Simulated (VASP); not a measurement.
# Al2O3 (Corundum) (R-3c) in VASP: settings compared

The runs below take Al2O3 (Corundum) through relaxation of cell and atoms, with r2SCAN, PBE+D3(BJ).

Everything below comes from runs of VASP 6.6.1. Logs are shortened: lines on timing, memory, paths and dates and some standing lists are left out, and cuts for length are marked.

## Step 1: The structure

It takes space group R-3c (No. 167, trigonal). The conventional cell has a = 4.760 Å, b = 4.760 Å, c = 12.996 Å, α = 90.00°, β = 90.00°, γ = 120.00°. Al (site symmetry 3) is surrounded by 6 O at 1.85 to 1.97 Å. O (site symmetry 2) is surrounded by 4 Al at 1.85 to 1.97 Å.

## Step 2: Relaxation of cell and atoms, r2SCAN

The input, INCAR:

```
PREC = Accurate
ENCUT = 600
EDIFF = 1E-6
ISMEAR = 0
SIGMA = 0.03
LREAL = False
LASPH = True
NELM = 80
ALGO = Normal
ISIF = 3
LWAVE = False
LCHARG = False
METAGGA = R2SCAN
LMIXTAU = True
IBRION = 2
NSW = 90
EDIFFG = -0.01
KPAR = 2
```

The input, KPOINTS:

```
regular mesh
0
Gamma
  9 9 7
```

The input, POSCAR:

```
Al2O3
1.0
    2.3802500000      1.3742379782      4.3318666667
   -2.3802500000      1.3742379782      4.3318666667
    0.0000000000     -2.7484759565      4.3318666667
Al O
4 6
Direct
    0.3521600000      0.3521600000      0.3521600000
    0.1478400000      0.1478400000      0.1478400000
    0.6478400000      0.6478400000      0.6478400000
    0.8521600000      0.8521600000      0.8521600000
    0.5566800000      0.9433200000      0.2500000000
    0.2500000000      0.5566800000      0.9433200000
    0.9433200000      0.2500000000      0.5566800000
    0.4433200000      0.0566800000      0.7500000000
    0.7500000000      0.4433200000      0.0566800000
    0.0566800000      0.7500000000      0.4433200000
```

Potentials or basis: VASP PAW PBE potentials, release 64 (Al, O).

Launch:

```bash
> cat potpaw_PBE.64/Al/POTCAR potpaw_PBE.64/O/POTCAR > POTCAR
> mpirun -np 2 vasp_std > vasp.out
```

OUTCAR:

```text
PREC = Accurate
   ENCUT = 600
   EDIFF = 1E-6
   ISMEAR = 0
   LREAL = False
   LASPH = True
   NELM = 80
   ISIF = 3
   METAGGA = R2SCAN
   IBRION = 2
   NSW = 90
   EDIFFG = -0.01

 ion  position               nearest neighbor table
   1  0.352  0.352  0.352-   9 1.85  10 1.85   8 1.85   7 1.97   5 1.97   6 1.97   2 2.66   3 2.79
                             3 2.79   3 2.79   2 3.22   2 3.22   2 3.22
   2  0.148  0.148  0.148-  10 1.85   9 1.85   8 1.85   6 1.97   5 1.97   7 1.97   1 2.66   4 2.79
                             4 2.79   4 2.79   1 3.22   1 3.22   1 3.22
   3  0.648  0.648  0.648-   6 1.85   7 1.85   5 1.85  10 1.97   8 1.97   9 1.97   4 2.66   1 2.79
                             1 2.79   1 2.79   4 3.22   4 3.22   4 3.22
   4  0.852  0.852  0.852-   7 1.85   6 1.85   5 1.85   9 1.97   8 1.97  10 1.97   3 2.66   2 2.79
                             2 2.79   2 2.79   3 3.22   3 3.22   3 3.22
   5  0.557  0.943  0.250-   3 1.85   4 1.85   1 1.97   2 1.97
   6  0.250  0.557  0.943-   3 1.85   4 1.85   2 1.97   1 1.97
   7  0.943  0.250  0.557-   4 1.85   3 1.85   1 1.97   2 1.97
   8  0.443  0.057  0.750-   1 1.85   2 1.85   3 1.97   4 1.97
   9  0.750  0.443  0.057-   1 1.85   2 1.85   4 1.97   3 1.97
  10  0.057  0.750  0.443-   2 1.85   1 1.85   3 1.97   4 1.97

  LATTYP: Found a trigonal (rhomboedric) cell.
 ALAT       =     5.1302230849
 COS(alpha) =     0.5694707703

  Lattice vectors:

 A1 = (   2.3802500000,   1.3742379782,   4.3318666667)
 A2 = (  -2.3802500000,   1.3742379782,   4.3318666667)
 A3 = (   0.0000000000,  -2.7484759565,   4.3318666667)

Analysis of symmetry for initial positions (statically):
=====================================================================
 Subroutine PRICEL returns:
 Original cell was already a primitive cell.

 Routine SETGRP: Setting up the symmetry group for a
 trigonal (rhombohedral) supercell.

 Subroutine GETGRP returns: Found 12 space group operations
 (whereof  6 operations were pure point group operations)
 out of a pool of 12 trial point group operations.

The static configuration has the point symmetry S_6 .
 The point group associated with its full space group is D_3d.

Analysis of symmetry for dynamics (positions and initial velocities):
=====================================================================
 Subroutine PRICEL returns:
 Original cell was already a primitive cell.

 Routine SETGRP: Setting up the symmetry group for a
 trigonal (rhombohedral) supercell.

 Subroutine GETGRP returns: Found 12 space group operations
 (whereof  6 operations were pure point group operations)
 out of a pool of 12 trial point group operations.

The dynamic configuration has the point symmetry S_6 .
 The point group associated with its full space group is D_3d.

 Subroutine INISYM returns: Found 12 space group operations
 (whereof  6 operations are pure point group operations),
 and found     1 'primitive' translations

----------------------------------------------------------------------------------------

                                     Primitive cell

  volume of cell :      85.0180

  direct lattice vectors                    reciprocal lattice vectors
     2.380250000  1.374237978  4.331866667     0.210061968  0.121279334  0.076949121
    -2.380250000  1.374237978  4.331866667    -0.210061968  0.121279334  0.076949121
     0.000000000 -2.748475957  4.331866667     0.000000000 -0.242558668  0.076949121

  length of vectors
     5.130223085  5.130223085  5.130223085     0.254471756  0.254471756  0.254471756

  position of ions in fractional coordinates (direct lattice)
     0.352160000  0.352160000  0.352160000
     0.147840000  0.147840000  0.147840000
     0.647840000  0.647840000  0.647840000
     0.852160000  0.852160000  0.852160000
     0.556680000  0.943320000  0.250000000
     0.250000000  0.556680000  0.943320000
     0.943320000  0.250000000  0.556680000
     0.443320000  0.056680000  0.750000000
     0.750000000  0.443320000  0.056680000
     0.056680000  0.750000000  0.443320000

  ion indices of the primitive-cell ions
   primitive index   ion index
                 1           1
                 2           2
                 3           3
                 4           4
                 5           5
                 6           6
[... 39 lines left out ...]
|        whereas your k-lattice is base-centered monoclinic.                  |
|                                                                             |
|     Results are often still useful ...                                      |
|                                                                             |
 -----------------------------------------------------------------------------

 WARNING: IBZKPT: internal override: KBLOWUP is changed to .FALSE.
      ... skipping the blow-up phase ...

 Subroutine IBZKPT returns following result:
 ===========================================

 Found    160 irreducible k-points:

 Following reciprocal coordinates:
            Coordinates               Weight
  0.000000  0.000000  0.000000      1.000000
  0.111111 -0.000000 -0.000000      4.000000
  0.222222 -0.000000 -0.000000      4.000000
  0.333333 -0.000000 -0.000000      4.000000
  0.444444 -0.000000 -0.000000      4.000000
  0.111111  0.111111  0.000000      2.000000
[... 16 lines left out ...]
 -0.333333  0.333333  0.000000      2.000000
  0.444444  0.444444 -0.000000      2.000000
 [... further k-points ...]
   k-points           NKPTS =    160   k-points in BZ     NKDIM =    160   number of bands    NBANDS=     30
   number of dos      NEDOS =    301   number of ions     NIONS =     10
   total plane-waves  NPLWV =  74088
   dimension x,y,z NGX =    42 NGY =   42 NGZ =   42
   dimension x,y,z NGXF=    84 NGYF=   84 NGZF=   84
   ions per type =               4   6
   NGX,Y,Z   is equivalent  to a cutoff of  13.61, 13.61, 13.61 a.u.
   NGXF,Y,Z  is equivalent  to a cutoff of  27.22, 27.22, 27.22 a.u.
 SYSTEM =  unknown system
   PREC   = accura    normal or accurate (medium, high low for compatibility)
   ISTART =      0    job   : 0-new  1-cont  2-samecut
   ICHARG =      2    charge: 1-file 2-atom 10-const
   ISPIN  =      1    spin polarized calculation?
   LNONCOLLINEAR =      F non collinear calculations
   LSORBIT =      F    spin-orbit coupling
   LASPH  =      T    aspherical Exc in radial PAW
   ENCUT  =  600.0 eV  44.10 Ry    6.64 a.u.  10.25 10.25 10.25*2*pi/ulx,y,z
   NELM   =     80;   NELMIN=  2; NELMDL= -5     # of ELM steps
   EDIFF  = 0.1E-05   stopping-criterion for ELM
   LREAL  =      F    real-space projection
   EDIFFG = -.1E-01   stopping-criterion for IOM
   NSW    =     90    number of steps for IOM
   IBRION =      2    ionic relax: 0-MD 1-quasi-New 2-CG
   NFREE  =      1    steps in history (QN), initial steepest desc. (CG)
   ISIF   =      3    stress and relaxation
   ISYM   =      2    0-nonsym 1-usesym 2-fastsym
   POTIM  = 0.5000    time-step for ionic-motion
   TEBEG  =    0.0;   TEEND  =   0.0 temperature during run
   PSTRESS=    0.0 pullay stress
   NELECT =      48.0000    total number of electrons
   NUPDOWN=      -1.0000    fix difference up-down
   EMIN   =  10.00;   EMAX   =-10.00  energy-range for DOS
   EFERMI =   0.00;   METHOD = LEGACY
   ISMEAR =     0;   SIGMA  =   0.03  broadening in eV -4-tet -1-fermi 0-gaus
   EFERMI_NEDOS =   21; number of points for ismear=-14 and -15
   IALGO  =     38    algorithm
   IMIX   =      4    mixing-type and parameters
     AMIX     =   0.40;   BMIX     =  1.00
     AMIX_MAG =   1.60;   BMIX_MAG =  1.00
  volume/ion in A,a.u.               =       8.50        57.37
  Fermi-wavevector in a.u.,A,eV,Ry     =   1.353064  2.556920 24.909299  1.830782
  Thomas-Fermi vector in A             =   2.480350
   LORBIT       =      0    0 simple, 1 ext, 2 COOP (PROOUT), +10 PAW based schemes
   METAGGA = R2SCAN    functional components
   LHFCALC =     F    Hartree Fock is set to
   AEXX    =    0.0000 exact exchange contribution
   IVDW    =     0    specifies the selected vdW correction
   LEPSILON=     F    determine dielectric tensor
   LRPA    =     F    only Hartree local field effects (RPA)
 conjugate gradient relaxation of ions
 non-spin polarized calculation
 Gauss-broadening in eV      SIGMA  =   0.03
  energy-cutoff  :      600.00
  volume of cell :       85.02
 maximum number of plane-waves:      2861
 NGX is ok and might be reduce to    42
   NGX = 21   NGY = 21   NGZ = 21

--------------------------------------- Ionic step        1  -------------------------------------------

 number of electron      48.0000003 magnetization

 Free energy of the ion-electron system (eV)
  ---------------------------------------------------
  ext. energy  EPLUGINS =         0.00000000
  ---------------------------------------------------
  free energy    TOTEN  =       -96.29291234 eV

  energy without entropy =      -96.29291234  energy(sigma->0) =      -96.29291234

------------------------ aborting loop because EDIFF is reached ----------------------------------------

  FORCE on cell =-STRESS in cart. coord.  units (eV):
  Direction    XX          YY          ZZ          XY          YZ          ZX
  --------------------------------------------------------------------------------------
  -------------------------------------------------------------------------------------
  Total       -0.5190197     -0.5190197     -0.5903746     -0.0000000      0.0000000      0.0000000
  in kB       -9.7810071     -9.7810071    -11.1257004     -0.0000000      0.0000000      0.0000000
  external PRESSURE =     -10.2292382 kB  Pullay stress =       0.0000000 kB
[... 163 lines left out ...]
--------------------------------------- Ionic step        5  -------------------------------------------

 number of electron      48.0000002 magnetization

 Free energy of the ion-electron system (eV)
  ---------------------------------------------------
  ext. energy  EPLUGINS =         0.00000000
  ---------------------------------------------------
  free energy    TOTEN  =       -96.29513259 eV

  energy without entropy =      -96.29513259  energy(sigma->0) =      -96.29513259

 E-fermi :   5.8929     XC(G=0): -12.2457

 val. band max:        5.7713720810   @ k =   0.0000   0.0000   0.0000
 cond. band min:      12.9680960294   @ k =   0.0000   0.0000   0.0000
 fundamental gap:      7.1967239485
 Fermi energy:         5.8928808561

 k-point     1 :       0.0000    0.0000    0.0000
  band No.  band energies     occupation
      1     -14.4578      2.00000
      2     -12.1532      2.00000
      3     -11.8774      2.00000
      4     -11.8774      2.00000
      5     -11.5658      2.00000
      6     -11.5658      2.00000
[... 781 lines left out ...]
     29      18.0255      0.00000
     30      18.0831      0.00000

 [... further k-points ...]

------------------------ aborting loop because EDIFF is reached ----------------------------------------

  FORCE on cell =-STRESS in cart. coord.  units (eV):
  Direction    XX          YY          ZZ          XY          YZ          ZX
  --------------------------------------------------------------------------------------
  -------------------------------------------------------------------------------------
  Total       -0.0469077     -0.0469077      0.0315113      0.0000000     -0.0000000      0.0000000
  in kB       -0.8873571     -0.8873571      0.5961014      0.0000000     -0.0000000      0.0000000
  external PRESSURE =      -0.3928710 kB  Pullay stress =       0.0000000 kB
[... 25 lines left out ...]
  FREE ENERGIE OF THE ION-ELECTRON SYSTEM (eV)
  ---------------------------------------------------
  free  energy   TOTEN  =       -96.2951325899 eV

  energy  without entropy=      -96.2951325899  energy(sigma->0) =      -96.29513259

 reached required accuracy - stopping structural energy minimisation
```

It took 38 min on 2 MPI ranks of Intel Xeon 6975P-C (Granite Rapids), shared host; peak memory 0.53 GiB.

What came out:

```yaml
Free_energy: -96.2951 eV
Relaxed_volume: 8.47 Å³/atom
Relaxed_cell: a = 5.123 Å, b = 5.123 Å, c = 5.123 Å, α = 55.30°, β = 55.30°, γ = 55.30°
Space_group_after_relaxing_to_0.05_Å: R-3c (No. 167)
Energy_gained_by_relaxing: 0.2 meV/atom
Ionic_steps: 5
Pressure_after_relaxing: 0.0 GPa
Largest_force_after_relaxing: 0.008 eV/Å
Band_gap_on_the_k_mesh: 7.20 eV, direct
```

Forces on the atoms (eV/Å):
```
Al   0.000  0.000  0.000
Al   0.000  0.000  0.000
Al   0.000  0.000  0.000
Al   0.000  0.000  0.000
O    0.008  0.000  0.000
O   -0.004  0.007  0.000
O   -0.004 -0.007  0.000
O   -0.008  0.000  0.000
O    0.004 -0.007  0.000
O    0.004  0.007  0.000
```

The path:
```
step  energy change (eV)  largest force (eV/Å)  pressure (GPa)  volume (Å³)
   1              0.0000                0.0809           -1.02        85.02
   2             -0.0012                0.0274            1.02        84.35
   3             -0.0021                0.0331            0.24        84.61
   4             -0.0021                0.0355            0.17        84.63
   5             -0.0022                0.0081           -0.04        84.69
```

Final structure:
```cif
data_structure
_symmetry_space_group_name_H-M 'P 1'
_symmetry_Int_Tables_number 1
_cell_length_a 5.1232
_cell_length_b 5.1232
_cell_length_c 5.1232
_cell_angle_alpha 55.298
_cell_angle_beta 55.298
_cell_angle_gamma 55.298
_cell_volume 84.69
loop_
_atom_site_label
_atom_site_type_symbol
_atom_site_fract_x
_atom_site_fract_y
_atom_site_fract_z
_atom_site_occupancy
Al1 Al 0.35185 0.35185 0.35185 1
Al2 Al 0.14815 0.14815 0.14815 1
Al3 Al 0.64815 0.64815 0.64815 1
Al4 Al 0.85185 0.85185 0.85185 1
O1 O 0.55620 0.94380 0.25000 1
O2 O 0.25000 0.55620 0.94380 1
O3 O 0.94380 0.25000 0.55620 1
O4 O 0.44380 0.05620 0.75000 1
O5 O 0.75000 0.44380 0.05620 1
O6 O 0.05620 0.75000 0.44380 1
```

Levels at points of the mesh, in eV from the valence-band top:
```csv
k point,band 21,band 22,band 23,band 24,band 25,band 26,band 27,band 28
"(0.00, 0.00, 0.00)",-0.53,-0.05,-0.05,0.00,7.20,10.14,12.00,12.63
```

Caveat: the PAW data sets were made with another functional, which shifts forces and pressure a little; an odd mesh through Γ misses points on the zone boundary, where band edges often lie.

[end of part 1 of 2]
